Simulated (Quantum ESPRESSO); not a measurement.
# WC (Qusongite) (P-6m2) in Quantum ESPRESSO: reference runs, part 3 of 3

Quantum ESPRESSO 7.5. The steps go on from the part before.

**9. Single point, PBE, 10.79 Å³/atom**

The input, pw.in:

```
&CONTROL
  calculation = 'scf'
  prefix = 'pwscf'
  outdir = './tmp'
  pseudo_dir = './pseudo'
  tprnfor = .true.
  tstress = .true.
  disk_io = 'nowf'
/
&SYSTEM
  ibrav = 0
  nat = 2
  ntyp = 2
  ecutwfc = 55
  ecutrho = 440
  nbnd = 15
  occupations = 'smearing'
  smearing = 'fd'
  degauss = 0.00367493
/
&ELECTRONS
  conv_thr = 4d-10
  electron_maxstep = 120
  mixing_beta = 0.5
/
ATOMIC_SPECIES
W    183.8400 W_pbe_v1.2.uspp.F.UPF
C     12.0110 C.pbe-n-kjpaw_psl.1.0.0.UPF
CELL_PARAMETERS angstrom
   2.9447478072    0.0000000000    0.0000000000
  -1.4723739036    2.5502264088    0.0000000000
   0.0000000000    0.0000000000    2.8739279649
ATOMIC_POSITIONS crystal
W      0.0000000000    0.0000000000    0.0000000000
C      0.6666666667    0.3333333333    0.5000000000
K_POINTS automatic
10 10 9 0 0 0
```

Potentials or basis: SSSP 1.3 efficiency PBE.

Command:

```bash
$ OMP_NUM_THREADS=1 pw.x -in pw.in > pw.out
```

pw.out:

```text
This program is part of the open-source Quantum ESPRESSO suite
     for quantum simulation of materials; please cite
         "P. Giannozzi et al., J. Phys.:Condens. Matter 21 395502 (2009);
         "P. Giannozzi et al., J. Phys.:Condens. Matter 29 465901 (2017);
         "P. Giannozzi et al., J. Chem. Phys. 152 154105 (2020);
     in publications or presentations arising from this work. More details at

     file C.pbe-n-kjpaw_psl.1.0.0.UPF: wavefunction(s)  2S 2P renormalized
     Message from routine setup:
     using ibrav=0 with symmetry is DISCOURAGED, use correct ibrav instead

     G-vector sticks info
     --------------------
     sticks:   dense  smooth     PW     G-vecs:    dense   smooth      PW
     Sum         931     475    151                22663     7987    1401

     Using Slab Decomposition

     bravais-lattice index     =            0
     lattice parameter (alat)  =       5.5648  a.u.
     unit-cell volume          =     145.6463 (a.u.)^3
     number of atoms/cell      =            2
     number of atomic types    =            2
     number of electrons       =        18.00
     number of Kohn-Sham states=           15
     kinetic-energy cutoff     =      55.0000  Ry
     charge density cutoff     =     440.0000  Ry
     scf convergence threshold =      4.0E-10
     mixing beta               =       0.5000
     number of iterations used =            8  plain     mixing
     Exchange-correlation= SLA  PW   PBX  PBC
                           (   1   4   3   4   0   0   0)

     celldm(1)=   5.564767  celldm(2)=   0.000000  celldm(3)=   0.000000
     celldm(4)=   0.000000  celldm(5)=   0.000000  celldm(6)=   0.000000

     crystal axes: (cart. coord. in units of alat)
               a(1) = (   1.000000   0.000000   0.000000 )
               a(2) = (  -0.500000   0.866025   0.000000 )
               a(3) = (   0.000000   0.000000   0.975950 )

     reciprocal axes: (cart. coord. in units 2 pi/alat)
               b(1) = (  1.000000  0.577350 -0.000000 )
               b(2) = (  0.000000  1.154701  0.000000 )
               b(3) = (  0.000000 -0.000000  1.024642 )

     PseudoPot. # 1 for W  read from file:
     W_pbe_v1.2.uspp.F.UPF
     Pseudo is Ultrasoft + core correction, Zval = 14.0
     Generated by new atomic code, or converted to UPF format
     Using radial grid of  923 points,  8 beta functions with:
                l(1) =   0
                l(2) =   0
                l(3) =   0
                l(4) =   1
                l(5) =   1
                l(6) =   2
                l(7) =   2
                l(8) =   3
     Q(r) pseudized with  6 coefficients,  rinner =    1.350   1.350   1.350
                                                       1.350   1.350   1.350
                                                       1.350

     PseudoPot. # 2 for C  read from file:
     C.pbe-n-kjpaw_psl.1.0.0.UPF
     Pseudo is Projector augmented-wave + core cor, Zval =  4.0
     Generated using "atomic" code by A. Dal Corso  v.5.1
     Shape of augmentation charge: PSQ
     Using radial grid of 1073 points,  4 beta functions with:
                l(1) =   0
                l(2) =   0
                l(3) =   1
                l(4) =   1
     Q(r) pseudized with 0 coefficients

     atomic species   valence    mass     pseudopotential
     W                14.00   183.84000     W ( 1.00)
     C                 4.00    12.01100     C ( 1.00)

     12 Sym. Ops. (no inversion) found

   Cartesian axes

     site n.     atom                  positions (alat units)
         1        W      tau(   1) = (   0.0000000   0.0000000   0.0000000  )
         2        C      tau(   2) = (   0.5000000   0.2886751   0.4879752  )

     number of k points=    70  Fermi-Dirac smearing, width (Ry)=  0.0037
                       cart. coord. in units 2pi/alat
        k(    1) = (   0.0000000   0.0000000   0.0000000), wk =   0.0022222
        k(    2) = (   0.0000000   0.0000000   0.1138491), wk =   0.0044444
        k(    3) = (   0.0000000   0.0000000   0.2276983), wk =   0.0044444
        k(    4) = (   0.0000000   0.0000000   0.3415474), wk =   0.0044444
        k(    5) = (   0.0000000   0.0000000   0.4553965), wk =   0.0044444
        k(    6) = (   0.0000000   0.1154701   0.0000000), wk =   0.0133333
[... 62 lines left out ...]
        k(   69) = (   0.3000000   0.5196152   0.3415474), wk =   0.0266667
        k(   70) = (   0.3000000   0.5196152   0.4553965), wk =   0.0266667

     Dense  grid:    22663 G-vectors     FFT dimensions: (  40,  40,  40)

     Smooth grid:     7987 G-vectors     FFT dimensions: (  27,  27,  25)

     Initial potential from superposition of free atoms

     starting charge      17.8996, renormalised to      18.0000

     negative rho (up, down):  6.228E-02 0.000E+00
     Starting wfcs are   17 randomized atomic wfcs

     Self-consistent Calculation

     iteration #  1     ecut=    55.00 Ry     beta= 0.50
     Davidson diagonalization with overlap
     ethr =  1.00E-02,  avg # of iterations =  3.1

     negative rho (up, down):  6.366E-02 0.000E+00
[... 67 lines left out ...]
     iteration #  9     ecut=    55.00 Ry     beta= 0.50
     Davidson diagonalization with overlap
     ethr =  7.67E-12,  avg # of iterations =  3.5

     negative rho (up, down):  6.712E-02 0.000E+00

     End of self-consistent calculation

          k = 0.0000 0.0000 0.0000 (  1033 PWs)   bands (ev):

   -54.3603 -18.3491 -18.2551 -18.2551   5.5647  15.6322  16.5498  16.5498
    19.7997  22.7831  22.7831  25.1231  25.1231  25.8314  33.6699
[... 343 lines left out ...]
   -54.2750 -18.8153 -18.7251 -18.5922   8.9897  13.0331  14.4503  17.8168
    19.0086  23.9405  25.6292  26.4538  28.7409  28.8186  31.0958

     the Fermi energy is    19.7365 ev

!    total energy              =    -177.60587432 Ry
     estimated scf accuracy    <          5.3E-11 Ry
     smearing contrib. (-TS)   =      -0.00014451 Ry
     internal energy E=F+TS    =    -177.60572981 Ry

     The total energy is F=E-TS. E is the sum of the following terms:
     one-electron contribution =     -12.92657481 Ry
     hartree contribution      =      17.64664576 Ry
     xc contribution           =     -45.85040875 Ry
     ewald contribution        =    -130.30787471 Ry
     one-center paw contrib.   =      -6.16751730 Ry

     convergence has been achieved in   9 iterations

     negative rho (up, down):  6.712E-02 0.000E+00

     Forces acting on atoms (cartesian axes, Ry/au):

     atom    1 type  1   force =     0.00000000    0.00000000    0.00000000
     atom    2 type  2   force =     0.00000000    0.00000000    0.00000000

     Total force =     0.000000     Total SCF correction =     0.000000

     Computing stress (Cartesian axis) and pressure

     negative rho (up, down):  6.712E-02 0.000E+00
          total   stress  (Ry/bohr**3)                   (kbar)     P=      -86.45
  -0.00052280   0.00000000   0.00000000          -76.91        0.00        0.00
   0.00000000  -0.00052280   0.00000000            0.00      -76.91        0.00
   0.00000000   0.00000000  -0.00071750            0.00        0.00     -105.55

=------------------------------------------------------------------------------=
   JOB DONE.
=------------------------------------------------------------------------------=
```

Run time: 16 s. Hardware: 1 thread of Arm Neoverse V2, shared host; peak memory 0.2 GiB.

Results:

```
Free energy            : -2416.4510 eV
Pressure               : -8.6 GPa
Band gap on the k mesh : none (metal or under the smearing width)
```

**10. Single point, PBE, 11.00 Å³/atom**

Changes to pw.in since step 9:

```diff
@@ -29,5 +29,5 @@
 CELL_PARAMETERS angstrom
-   2.9447478072    0.0000000000    0.0000000000
-  -1.4723739036    2.5502264088    0.0000000000
-   0.0000000000    0.0000000000    2.8739279649
+   2.9635046684    0.0000000000    0.0000000000
+  -1.4817523342    2.5664703270    0.0000000000
+   0.0000000000    0.0000000000    2.8922337321
 ATOMIC_POSITIONS crystal
```

Command:

```bash
$ OMP_NUM_THREADS=1 pw.x -in pw.in > pw.out
```

Run time: 17 s. Hardware: 1 thread of Arm Neoverse V2, shared host; peak memory 0.21 GiB.

It converged, with:

```yaml
Free_energy: -2416.4205 eV
Pressure: -15.1 GPa
Band_gap_on_the_k_mesh: none (metal or under the smearing width)
```

**11. Equation of state, PBE**

This step only gathers the single runs of the series.

What came out:

* Equilibrium volume: 10.55 Å³/atom
* Bulk modulus at fixed shape and positions: 389 GPa
* Pressure derivative of the bulk modulus: 4.3

Energy against volume, from the lowest point:
```tsv
volume (Å³/atom)	energy (meV/atom)
9.754	82.61
9.961	43.28
10.169	17.26
10.376	3.23
10.584	0.00
10.791	6.50
10.999	21.76
```

Caveat: the cell was scaled at fixed shape and fractional positions, which overstates the stiffness of a crystal with free parameters, most of all of layers and chains.

**12. The runs side by side**

```csv
task,cell,gap on the mesh (eV),pressure (GPa)
single point,as given,none,6.4
single point,"atoms moved at random, drawn with an rms of 0.05 Å",none,7.1
equation of state,as given,-,-
```

Alike in all rows: level PBE; potentials or basis SSSP 1.3 efficiency PBE; no spin polarisation; k mesh 10 × 10 × 9; cutoff (eV) 748; smearing fermi-dirac 0.05 eV.

Caveats: the cell was scaled at fixed shape and fractional positions, which overstates the stiffness of a crystal with free parameters, most of all of layers and chains (some runs).

Absolute energies hang on the potentials; compare differences alone.
